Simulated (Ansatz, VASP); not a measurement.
**Two plane-wave programs on ZnO**

INCAR

```
SYSTEM = ZnO
  PREC = Accurate
  ENCUT = 520
  EDIFF = 1E-6
  ISMEAR = 0
  SIGMA = 0.1
  LREAL = .FALSE.
  LASPH = .TRUE.
  NELM = 100
  ALGO = Normal
  ISIF = 2
  LWAVE = .FALSE.
  LCHARG = .FALSE.
  GGA = PE
  NBANDS = 26
```

File KPOINTS:

```
Automatic mesh
0
G
  6 6 4
  0 0 0
```

The input POSCAR:

```
ZnO
1.0
    3.2373509400      0.0000000000      0.0000000000
   -1.6186754700      2.8036282100      0.0000000000
    0.0000000000      0.0000000000      5.2220611600
Zn O
2 2
Direct
    0.6666666900      0.3333333400      0.5005917000
    0.3333333400      0.6666666900      0.0005917000
    0.6666666900      0.3333333400      0.8797183000
    0.3333333400      0.6666666900      0.3797183000
```

Input for Ansatz:

```yaml
crystal:
  lattice:
    - [3.23735094, 0.0, 0.0]
    - [-1.61867547, 2.80362821, 0.0]
    - [0.0, 0.0, 5.22206116]
  atoms:
    - { symbol: Zn, position: [0.66666669, 0.33333334, 0.5005917] }
    - { symbol: Zn, position: [0.33333334, 0.66666669, 0.0005917] }
    - { symbol: O, position: [0.66666669, 0.33333334, 0.8797183] }
    - { symbol: O, position: [0.33333334, 0.66666669, 0.3797183] }
basis:
  ecutwfc: 420
kpoints:
  mp_grid: { grid: [6, 6, 4] }
hamiltonian:
  xc: pbe
scf:
  occupations: { method: gaussian, width: 0.1 }
  lower_state_search: "off"
output:
  forces: true
  stress: true
  eigenvalues: true
```

Alike in both runs: task single point; functional PBE; k mesh 6 × 6 × 4; occupations gaussian, width 0.1 eV; no spin polarisation.

|  | VASP | Ansatz |
| --- | --- | --- |
| version | VASP 6.6.1 | Ansatz 0.2.0 |
| potentials or method | VASP PAW PBE potentials, release 64 (Zn, O) | scalar-relativistic, plane waves, PAW |
| plane-wave cutoff (eV) | 520 | 420 |
| valence electrons in the cell | 36 | 36 |

VASP gave:

```
gap on the k mesh at the Fermi level (eV) : 0.79
least direct gap on the mesh (eV)         : 0.79
pressure (GPa)                            : 6.7
```

Question: Estimate Ansatz's values.

Answer: gap on the k mesh at the Fermi level (eV): 0.80; least direct gap on the mesh (eV): 0.80; pressure (GPa): 5.5.

Ansatz warned: «structure_snapped_to_symmetry».

PBE gaps usually lie below the measured ones, often by a third to a half.
